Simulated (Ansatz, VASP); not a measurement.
# LiH in two plane-wave programs, part 2 of 2

One calculation is typed for both programs; each brings its own data sets and cutoff. How far apart do they land? The cell is taken from a series of VASP runs on this material, whose earlier steps may have relaxed, scaled or displaced it; both programs get it as it stands.

VASP 6.6.1 and Ansatz 0.2.0.

So far: The structure; VASP: relaxation of cell and atoms, LDA; Ansatz: relaxation of cell and atoms, LDA.

### 4. Side by side

Known differences besides the potentials themselves: the two LDA forms differ slightly; both relaxations stop at a tolerance, which leaves soft axes loose, and VASP keeps its plane-wave basis; the cutoff is 420 eV in Ansatz and 650 eV in VASP; VASP's log shows a relativistic correction to its local exchange, Ansatz's none; Ansatz adds a Pulay correction to the stress that steers its cell, VASP none. Total energies have different zeros and are not compared.

The two programs side by side:

| quantity | Ansatz | VASP | difference |
| --- | --- | --- | --- |
| volume (Å³) | 14.93 | 14.85 | +0.52 % |
| edge a after relaxation, in the typed setting (Å) | 2.764 | 2.759 | +0.17 % |

The walks stopped with 0.00 GPa left in Ansatz and -0.04 GPa in VASP; each walk ends within a tolerance, so the volume difference is uncertain by about these residues over the bulk modulus, most in soft cells.

### 5. Ansatz: relaxation of cell and atoms, PBE

The relaxed volume is the usual yardstick between codes: its relative difference is about their pressure difference at one cell divided by the bulk modulus. The cell compared in this pair holds 15.96 Å³, against 14.85 Å³ for the pair before.

The cell is taken from a series of VASP runs on this material, whose earlier steps may have relaxed, scaled or displaced it; both programs get it as it stands.

The input, input.yaml:

```yaml
crystal:
  lattice:
    - [0.0, 1.9983825568, 1.9983825568]
    - [1.9983825568, 0.0, 1.9983825568]
    - [1.9983825568, 1.9983825568, 0.0]
  atoms:
    - { symbol: Li, position: [0.0, 0.0, 0.0] }
    - { symbol: H, position: [0.5, 0.5, 0.5] }
hamiltonian:
  xc: pbe
  pseudopotentials: { kind: paw }
kpoints:
  mp_grid: { grid: [10, 10, 10] }
scf:
  occupations: { method: gaussian, width: 0.03 }
relax:
  f_tol: 0.01
  max_steps: 60
  cell: { stress_tol: 0.05 }
output:
  forces: true
  stress: true
```

Started as:

```sh
> ansatz run input.yaml --threads 4 --pin off --max-ram 9216MiB --backend cpu --events-out ev --progress --plain --runs-dir out
```

Numbers of over 12 decimals in the logs are rounded to 6 here.

Output:

```text
[...]
Crystal: 2 atoms, lattice volume = 15.961 Å³
Basis set: ecut = 420 eV, 331 PW (Γ), exchange–correlation on 40×40×40 points (8 copies of the dense FFT grid, shifted against one another)
Bands: 6, of which v1, the nominal top of the filled ones, is band 2 counted from 1 (1 counted from 0)
Symmetry: 48 space group operations
[...]
k-points: 47 of 1000
[...]
0.002919       0.000000       0.000000
        0.000000       0.002919       0.000000
        0.000000       0.000000       0.002919
  P = ⅓ Tr σ = 0.0029 GPa (0.029 kbar)
--- Relaxed structure (3 steps of the walk, 3 accepted, 1 SCFs on fresh bases) ---
[...]
cell:  # Å, volume = 16.0834 Å³
    - [0, 2.003469, 2.003469]
    - [2.003469, 0, 2.003469]
    - [2.003469, 2.003469, 0]
  atoms:
    - { symbol: Li, position: [0, 0, 0] }
    - { symbol: H, position: [0.5, 0.5, 0.5] }
[key lines of the parts left out:]
SCF converged after 4 iterations
Free energy (F): -221.391740 eV
Fermi energy:    2.234541 eV
```

It took 0.67 s on 4 threads of Arm Neoverse V1, shared host; peak memory 0.26 GiB; 1.8 s of CPU time.

### 6. VASP: relaxation of cell and atoms, PBE

The same cell, functional, mesh and smearing now go to VASP, with its own data sets and cutoff.

The input, INCAR:

```
SYSTEM = LiH
PREC = Accurate
ENCUT = 650
EDIFF = 1E-06
NELM = 100
ISMEAR = 0
SIGMA = 0.03
LREAL = .FALSE.
ALGO = Normal
GGA = PE
NBANDS = 8
LORBIT = 11
LWAVE = .FALSE.
LCHARG = .FALSE.
KPAR = 4
IBRION = 2
NSW = 50
ISIF = 3
EDIFFG = -0.006
```

The input, POSCAR:

```
LiH
1.0
    0.0000000000      1.9983825568      1.9983825568
    1.9983825568      0.0000000000      1.9983825568
    1.9983825568      1.9983825568      0.0000000000
Li H
1 1
Direct
    0.0000000000      0.0000000000      0.0000000000
    0.5000000000      0.5000000000      0.5000000000
```

The input, KPOINTS:

```
Automatic mesh
0
Gamma
10 10 10
0 0 0
```

Potentials, in the order of the species: Li_sv and H (PBE family, release 64).

Started as:

```sh
> mpirun -np 4 vasp_std
```

Output:

```text
[banner, memory and clock lines left out]
running    4 mpi-ranks, on    1 nodes
[...]
LDA part: xc-table for (Slater+PW92), standard interpolation
 POSCAR, INCAR and KPOINTS ok, starting setup
[...]
entering main loop
       N       E                     dE             d eps       ncg     rms          rms(c)
DAV:   1    -0.207551832913E+01   -0.20755E+01   -0.17248E+03   760   0.526E+02
DAV:   2    -0.632041967367E+01   -0.42449E+01   -0.42449E+01  1088   0.543E+01
DAV:   3    -0.637021395286E+01   -0.49794E-01   -0.49794E-01   864   0.582E+00
DAV:   4    -0.637068662917E+01   -0.47268E-03   -0.47268E-03  1192   0.463E-01
[...]
DAV:   9    -0.612690902428E+01    0.69895E-04   -0.19325E-04  1016   0.617E-02    0.641E-03
DAV:  10    -0.612690474768E+01    0.42766E-05   -0.56091E-06   928   0.192E-02    0.244E-03
DAV:  11    -0.612690417671E+01    0.57097E-06   -0.22839E-07   704   0.223E-03
   1 F= -.61269042E+01 E0= -.61269042E+01  d E =-.612690E+01
[...]
reached required accuracy - stopping structural energy minimisation
```

Parts of OUTCAR (step 6):

```text
  Total        0.0004566      0.0004566      0.0004566     -0.0000000      0.0000000      0.0000000
  in kB        0.0458346      0.0458346      0.0458346     -0.0000000      0.0000000      0.0000000
  external PRESSURE =       0.0458346 kB  Pullay stress =       0.0000000 kB

 POSITION                                       TOTAL-FORCE (eV/Angst)
 -----------------------------------------------------------------------------------
      0.00000      0.00000      0.00000         0.000000      0.000000     -0.000000
      1.99838      1.99838      1.99838         0.000000      0.000000      0.000000
 -----------------------------------------------------------------------------------
    total drift:                                0.000000     -0.000000     -0.000000

  FREE ENERGIE OF THE ION-ELECTRON SYSTEM (eV)
  ---------------------------------------------------
  free  energy   TOTEN  =        -6.1269041767 eV

  energy  without entropy=       -6.1269041767  energy(sigma->0) =       -6.12690418

[... 2 parts as in an earlier step ...]

[... 2 further parts left out ...]
[key lines of the parts left out:]
E-fermi :   0.4535
```

### 7. Side by side

What differs besides the data sets and the points named for the pairs above, as far as they apply: VASP leaves aspherical gradient terms in its spheres out (LASPH is not set), Ansatz keeps them. Total energies have different zeros and are not compared.

The two programs side by side:

| quantity | Ansatz | VASP | difference |
| --- | --- | --- | --- |
| volume (Å³) | 16.08 | 15.96 | +0.77 % |
| edge a after relaxation, in the typed setting (Å) | 2.833 | 2.826 | +0.25 % |

The walks stopped with 0.00 GPa left in Ansatz and 0.00 GPa in VASP; each walk ends within a tolerance, so the volume difference is uncertain by about these residues over the bulk modulus, most in soft cells.

### 8. Outcome

| Property | Result |
| --- | --- |
| difference in volume (relaxation of cell and atoms, LDA) | 0.52 % |
| difference in volume (relaxation of cell and atoms, PBE) | 0.77 % |

What this shows: The difference in volume is 0.77 % (relaxation of cell and atoms, PBE), within the 1.2 % picked in this series as the mark of a large difference, as far as the stopping tolerances let one tell. How closely two codes agree says nothing of how well the functional describes the real material.

[Lines on the potential files, build, host, timing and source positions are cut from VASP's logs without a mark.]

[Logs are printed without paths, hosts, clocks, repeated set-up lines and the standing remarks that a program may print on its own settings, such as how far it seeks lower states.]

[Hosts, paths, dates, database ids (printed as entryN), source tags and the programs' standing remarks are cut or masked in the printed files.]
